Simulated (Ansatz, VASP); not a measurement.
This is a calculation of TiO2 for Ansatz 0.2.0.

The input input.yaml:

```yaml
crystal:
  lattice:
    - [1.4973312015, 0.8644845722, 6.9815443949]
    - [-1.4973312015, 0.8644845722, 6.9815443949]
    - [0.0, -1.7289691445, 6.9815443949]
  atoms:
    - { symbol: Ti, position: [0.0, 0.0, 0.0] }
    - { symbol: O, position: [0.379533, 0.379533, 0.379533] }
    - { symbol: O, position: [0.620467, 0.620467, 0.620467] }
hamiltonian:
  xc: pbe
  pseudopotentials: { kind: paw }
kpoints:
  mp_grid: { grid: [10, 10, 10] }
scf:
  occupations: { method: fermi_dirac, width: 0.05 }
output:
  forces: true
  stress: true
  eigenvalues: true
```

Potentials or basis: Ansatz PAW.

Launch:

```bash
$ ansatz run input.yaml --threads 2 --pin off --max-ram 5120MiB --backend cpu --events-out ev --progress --plain --runs-dir out
```

Set up the same calculation for VASP 6.6.1. Potentials there: VASP PAW PBE potentials, release 64 (Ti_sv, O).

As run (the cutoff follows the program's own potentials):

INCAR

```
PREC = Accurate ; ENCUT = 520
EDIFF = 1E-7 ; ISMEAR = -1
SIGMA = 0.05 ; LREAL = F
LASPH = T ; NELM = 80
ALGO = Normal ; ISIF = 2
LWAVE = F ; LCHARG = T
GGA = PE ; LELF = T
LVHAR = T ; NBANDS = 19
```

KPOINTS

```
regular mesh
0
Gamma
  10 10 10
```

POSCAR

```
TiO2
1.0
    1.4973312015      0.8644845722      6.9815443949
   -1.4973312015      0.8644845722      6.9815443949
    0.0000000000     -1.7289691445      6.9815443949
Ti O
1 2
Direct
    0.0000000000      0.0000000000      0.0000000000
    0.3795330000      0.3795330000      0.3795330000
    0.6204670000      0.6204670000      0.6204670000
```

Potentials or basis: VASP PAW PBE potentials, release 64 (Ti_sv, O).

Run with:

```console
$ cat potpaw_PBE.64/Ti_sv/POTCAR potpaw_PBE.64/O/POTCAR > POTCAR
$ mpirun -np 1 vasp_std > vasp.out
```

Both were run:

|  | VASP | Ansatz | Ansatz less VASP |
| --- | --- | --- | --- |
| gap on the k mesh at the Fermi level (eV) | 2.67 | 2.69 | +0.025 |
| least direct gap on the mesh (eV) | 2.85 | 2.87 | +0.020 |
| pressure (GPa) | -0.3 | -0.8 | -0.44 |
| largest component of the traceless stress (GPa) | 0.06 | 0.18 | +0.125 |
| rms of the force components (eV/Å) | 0.017 | 0.045 | +0.0277 |

Atom by atom the forces differ by 0.028 eV/Å (rms over components). With one functional, cell and mesh, what is left measures potentials, basis and numerics.

Caveats: the pressure holds a Pulay correction of +0.4 GPa for the finite cutoff (Ansatz). A k mesh can miss the band edges. As with any semilocal functional, this PBE gap is likely too small.
